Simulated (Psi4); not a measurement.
# One shape, several levels: CHF3 (trifluoromethane)

Wanted: a comparison of 6 runs (HF/STO-3G, HF/def2-SVP, B2PLYP/6-31G, PBE0/def2-SVP, M06-2X/6-311+G**, MP2.5/def2-SV(P)) of CHF3 (trifluoromethane). 

The calculation is run with Psi4 1.11.

2 further runs of the same task are left out: 2 set aside as unsound or not needed.

## (1) The molecule

CHF3 has 5 atoms, charge 0, and is taken as a singlet. As SMILES, `FC(F)F`. The coordinates come from a GFN2-xTB relaxation.

Bond lengths: F1–C2 1.328 Å, C2–F3 1.328 Å, C2–F4 1.328 Å, C2–H5 1.104 Å. Angles: F1–C2–F3 108.4°, F1–C2–F4 108.4°, F3–C2–F4 108.4°, F1–C2–H5 110.5°, F3–C2–H5 110.5°, F4–C2–H5 110.5°.

## (2) A single-point energy at HF/STO-3G (run 1)

File input.inp:

```
memory 1600 MB

molecule molecule1 {
  0 1
  F     -0.667670    -0.332390     1.075060
  C      0.018950     0.054610     0.006800
  F      1.042420    -0.774930    -0.157420
  F     -0.771270    -0.038770    -1.056390
  H      0.377570     1.091490     0.131950
  symmetry c1
  no_reorient
  no_com
}

set puream true
set e_convergence 1e-09
set d_convergence 1e-08
set scf_type pk

E, wfn = energy('hf/STO-3G', return_wfn=True)
oeprop(wfn, 'MULLIKEN_CHARGES', 'LOWDIN_CHARGES', 'MAYER_INDICES', title='HF')
```

Started as:

```console
$ psi4 -i input.inp -o input.out -n 1
```

input.out:

```text
[...]
  Running in c1 symmetry.
[...]
  Nuclear repulsion =  134.276546019310217
[...]
  Multiplicity = 1
[...]
  Nalpha       = 17
  Nbeta        = 17
[...]
    Number of basis functions: 21
[...]
   @RHF iter   1:  -331.91710863535889   -1.47059e+00   2.38342e-02 DIIS/ADIIS
[...]
   @RHF iter   9:  -332.09273247619871   -1.64846e-12   5.10304e-09 DIIS
[...]
    Orbital Energies [Eh]
    ---------------------
    Doubly Occupied:
       1A    -25.975246     2A    -25.975033     3A    -25.974860
       4A    -11.289946     5A     -1.624387     6A     -1.518186
       7A     -1.518005     8A     -0.867507     9A     -0.725659
      10A     -0.671369    11A     -0.671360    12A     -0.521833
      13A     -0.521756    14A     -0.486218    15A     -0.471178
      16A     -0.471101    17A     -0.432079
[...]
  @RHF Final Energy:  -332.09273247619871
   => Energetics <=
    Nuclear Repulsion Energy =            134.2765460193102172
    One-Electron Energy =                -733.3071059881316387
    Two-Electron Energy =                 266.9378274926227164
    Total Energy =                       -332.0927324761987052
[...]
 Multipole Moments:
 ------------------------------------------------------------------------------------
     Multipole            Electronic (a.u.)      Nuclear  (a.u.)        Total (a.u.)
 ------------------------------------------------------------------------------------
 L = 1.  Multiply by 2.5417464519 to convert [e a0] to [Debye]
 Dipole X            :          5.9545466           -5.8154621            0.1390845
 Dipole Y            :         17.2119081          -16.8103611            0.4015470
 Dipole Z            :          2.0824328           -2.0333453            0.0490875
 Magnitude           :                                                    0.4277781
[...]
```

Wall time 1.1 s (1 thread of Intel Xeon 6975P-C (Granite Rapids), shared host); peak memory 0.18 GiB.

## (3) Energy and gradient at HF/def2-SVP (run 2)

File input.inp:

```
memory 1600 mb

molecule {
  F     -0.667670    -0.332390     1.075060
  C      0.018950     0.054610     0.006800
  F      1.042420    -0.774930    -0.157420
  F     -0.771270    -0.038770    -1.056390
  H      0.377570     1.091490     0.131950
  symmetry c1
}

set puream true
set e_convergence 1e-09
set d_convergence 1e-08
set scf_type pk

E, wfn = gradient('hf/def2-SVP', return_wfn=True)
oeprop(wfn, 'MULLIKEN_CHARGES', 'LOWDIN_CHARGES', 'WIBERG_LOWDIN_INDICES', title='HF')
print_variables()
```

Started as:

```console
$ psi4 -n 1 input.inp input.out
```

input.out:

```text
[...]
  Running in c1 symmetry.
[...]
  Nuclear repulsion =  134.276546019310217
[...]
  Multiplicity = 1
[...]
  Nalpha       = 17
  Nbeta        = 17
[...]
    Number of basis functions: 61
[...]
   @RHF iter   1:  -336.41628740258182   -4.28955e-01   7.73572e-03 ADIIS/DIIS
[...]
   @RHF iter  11:  -336.50400776882287   -2.84217e-13   1.75397e-09 DIIS
[...]
  @RHF Final Energy:  -336.50400776882287
   => Energetics <=
    Nuclear Repulsion Energy =            134.2765460193102172
    One-Electron Energy =                -735.5560039784174933
    Two-Electron Energy =                 264.7754501902844027
    Total Energy =                       -336.5040077688228735
[...]
  -Total Gradient:
     Atom            X                  Y                   Z
    ------   -----------------  -----------------  -----------------
       1       -0.010791321862    -0.005984941780     0.016856734863
       2        0.002182209619     0.005970814004     0.001023049800
       3        0.016196363838    -0.012982014959    -0.002611164120
       4       -0.012552138630    -0.001373094673    -0.016974697661
       5        0.004964887036     0.014369237408     0.001706077118
[...]
  Mulliken Charges: (a.u.)
   Center  Symbol    Alpha    Beta     Spin     Total
       1     F     4.64996  4.64996  0.00000 -0.29992
       2     C     2.56710  2.56710  0.00000  0.86579
       3     F     4.65001  4.65001  0.00000 -0.30002
       4     F     4.65020  4.65020  0.00000 -0.30040
       5     H     0.48273  0.48273  0.00000  0.03455
   Total alpha = 17.00000, Total beta = 17.00000, Total charge =  0.00000
  Lowdin Charges: (a.u.)
   Center  Symbol    Alpha    Beta     Spin     Total
       1     F     4.55958  4.55958  0.00000 -0.11916
[...]
```

Wall time 1.7 s (1 thread of Intel Xeon 6975P-C (Granite Rapids), shared host); peak memory 0.21 GiB.

Runs 3 to 5 aren't shown in full; the table further down has their settings and results.

## (4) A single-point energy at MP2.5/def2-SV(P) (density fitting, density fitting for correlation) (run 6)

File chf3.json:

```json
{
 "schema_name": "qcschema_input",
 "schema_version": 1,
 "molecule": {
  "schema_name": "qcschema_molecule",
  "schema_version": 2,
  "symbols": ["F", "C", "F", "F", "H"],
  "geometry": [-1.26171344, -0.62812607, 2.03156897, 0.03581031, 0.10319794, 0.01285014, 1.96988831, -1.46440547, -0.29748069, -1.45748907, -0.07326468, -1.99628778, 0.71350389, 2.06261717, 0.24934936],
  "molecular_charge": 0,
  "molecular_multiplicity": 1
 },
 "driver": "energy",
 "model": {
  "method": "mp2.5",
  "basis": "def2-SV(P)"
 },
 "keywords": {
  "scf_type": "df",
  "mp_type": "df"
 }
}
```

Started as:

```console
$ psi4 --qcschema chf3.json -n 1 --memory 1600MB
```

stdout:

```text
[...]
  Running in c1 symmetry.
[...]
  Nuclear repulsion =  134.276545968703232
[...]
  Multiplicity = 1
[...]
  Nalpha       = 17
  Nbeta        = 17
[...]
    Number of basis functions: 58
[...]
   @DF-RHF iter   1:  -336.41298454170681   -4.25958e-01   8.13626e-03 ADIIS/DIIS
[...]
   @DF-RHF iter  11:  -336.50080443634795   -2.27374e-13   1.85174e-09 DIIS
[...]
  @DF-RHF Final Energy:  -336.50080443634795
   => Energetics <=
    Nuclear Repulsion Energy =            134.2765459687032319
    One-Electron Energy =                -735.5469519069230273
    Two-Electron Energy =                 264.7696015018718754
    Total Energy =                       -336.5008044363479485
[...]
 Multipole Moments:
 ------------------------------------------------------------------------------------
     Multipole            Electronic (a.u.)      Nuclear  (a.u.)        Total (a.u.)
 ------------------------------------------------------------------------------------
 L = 1.  Multiply by 2.5417464519 to convert [e a0] to [Debye]
 Dipole X            :         -0.3022039            0.5407870            0.2385832
 Dipole Y            :         -0.8746004            1.5631890            0.6885886
 Dipole Z            :         -0.1048725            0.1891236            0.0842511
 Magnitude           :                                                    0.7336037
[...]
	DF-MP2 Total Energy (a.u.)         :  -337.18557636225756
[...]
	DF-MP3 Total Energy (a.u.)         :  -337.18921785913443
[...]
```

The result, in JSON:

```text
{
 "driver": "energy",
 "model": {
  "method": "mp2.5",
  "basis": "def2-SV(P)"
 },
 "success": true,
 "return_result": -337.187397110696,
 "properties": {
  "calcinfo_nbasis": 58,
  "calcinfo_nmo": 58,
  "calcinfo_nalpha": 17,
  "calcinfo_nbeta": 17,
  "calcinfo_natom": 5,
  "nuclear_repulsion_energy": 134.27654596870323,
  "return_energy": -337.187397110696,
  "scf_one_electron_energy": -735.546951906923,
  "scf_two_electron_energy": 264.7696015018719,
  "scf_dipole_moment": [0.23858315169136524, 0.6885886260872205, 0.08425106520848402],
  "scf_total_energy": -336.50080443634795,
  "scf_iterations": 11,
  "mp2_singles_energy": 0.0,
  "mp2_doubles_energy": -0.6847719259096152,
  "mp2_correlation_energy": -0.6847719259096152,
  "mp2_total_energy": -337.18557636225756
 }
}
```

Run time: 1.5 s. Hardware: 1 thread of Intel Xeon 6975P-C (Granite Rapids), shared host; peak memory 0.21 GiB.

## (5) All runs side by side

```csv
run,level,task,frozen core orbitals,energy (Eh),dipole moment (D),HOMO energy (eV),LUMO energy (eV),wall time
1,HF/STO-3G,energy,0,-332.092732,1.09,-11.76,16.46,1.1 s
2,HF/def2-SVP,gradient,0,-336.504008,1.89,-16.23,5.25,1.7 s
3,B2PLYP/6-31G (density fitting for correlation),energy,4,-337.803457,–,-13.20,4.20,3.3 s
4,PBE0/def2-SVP,energy,0,-337.654089,1.53,-11.11,2.42,4.8 s
5,M06-2X/6-311+G**,energy,0,-338.234663,1.79,-13.30,0.38,14 s
6,"MP2.5/def2-SV(P) (density fitting, density fitting for correlation)",energy,0,-337.187397,–,-16.25,5.27,1.5 s
```

## (6) Summary of results

| quantity | value |
| --- | --- |
| run 6: total energy | -337.18740 Eh |
| run 6: HOMO energy (Hartree–Fock orbitals) | -16.25 eV |
| run 6: LUMO energy (Hartree–Fock orbitals) | 5.27 eV |
| run 6: HOMO–LUMO gap (Hartree–Fock orbitals) | 21.52 eV |
| run 6: correlation energy | -686.6 mEh |

Over runs 1, 2, 4, 5 the dipole moment (its size) runs from 1.09 D (HF/STO-3G) to 1.89 D (HF/def2-SVP). Over runs 1, 2, 3, 4, 5 the HOMO–LUMO gap runs from 13.53 eV (PBE0/def2-SVP) to 28.22 eV (HF/STO-3G). The two ends differ in method and basis. Totals of different functionals can't be ranked against each other. In run 1 the basis is minimal, so the values are rough. All runs together took 26 s, the longest 14 s.
